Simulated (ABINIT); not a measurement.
TiAl3:

```xyz
4
Lattice="-1.9111 1.9111 4.2807 1.9111 -1.9111 4.2807 1.9111 1.9111 -4.2807" Properties=species:S:1:pos:R:3 pbc="T T T"
Ti    0.0000    0.0000    0.0000
Al    1.9111    0.0000    2.1403
Al    0.0000    1.9111    2.1403
Al    0.0000    0.0000    4.2807
```

The cell comes from a database or a generator and needn't be the stable form of this composition.

| Item | Value |
| --- | --- |
| Program | ABINIT 10.8.3 (patched build) |
| Task | relaxation of cell and atoms |
| Functional | PBE |
| Dispersion | D3(BJ) |
| Potentials or basis | JTH PAW PBE v2.0 |
| Cutoff | 408 eV |
| k mesh | 6 × 6 × 6 |
| Occupations | fermi-dirac, width 0.05 eV |
| Spin | no spin polarisation |

At the start: pressure -2.3 GPa; volume 15.63 Å³/atom.

Q: Where does the relaxation end?

A: Over 3 steps the energy falls by 2.4 meV/atom and the volume is 15.30 Å³/atom (-2.1 %); space group I4/mmm (No. 139, to 0.05 Å).

Step by step:
| step | energy change (eV) | largest force (eV/Å) | pressure (GPa) | volume (Å³) |
| --- | --- | --- | --- | --- |
| 1 | 0.0000 | 0.0000 | -2.34 | 62.54 |
| 2 | -0.0021 | 0.0000 | -2.08 | 62.39 |
| 3 | -0.0097 | 0.0000 | 0.04 | 61.21 |

Final structure:
```yaml
crystal:
  lattice:
    - [-1.89721, 1.89721, 4.25122]
    - [1.89721, -1.89721, 4.25122]
    - [1.89721, 1.89721, -4.25122]
  atoms:
    - { symbol: Ti, position: [0.00000, 0.00000, 0.00000] }
    - { symbol: Al, position: [0.25000, 0.75000, 0.50000] }
    - { symbol: Al, position: [0.75000, 0.25000, 0.50000] }
    - { symbol: Al, position: [0.50000, 0.50000, 0.00000] }
```

Caveat: the k mesh is coarse (spacing up to 0.39 Å⁻¹), so the values aren't converged; the log and the count of SCF iterations are those of the last ABINIT call alone; pairwise dispersion overbinds metals, which lowers pressure and volume.
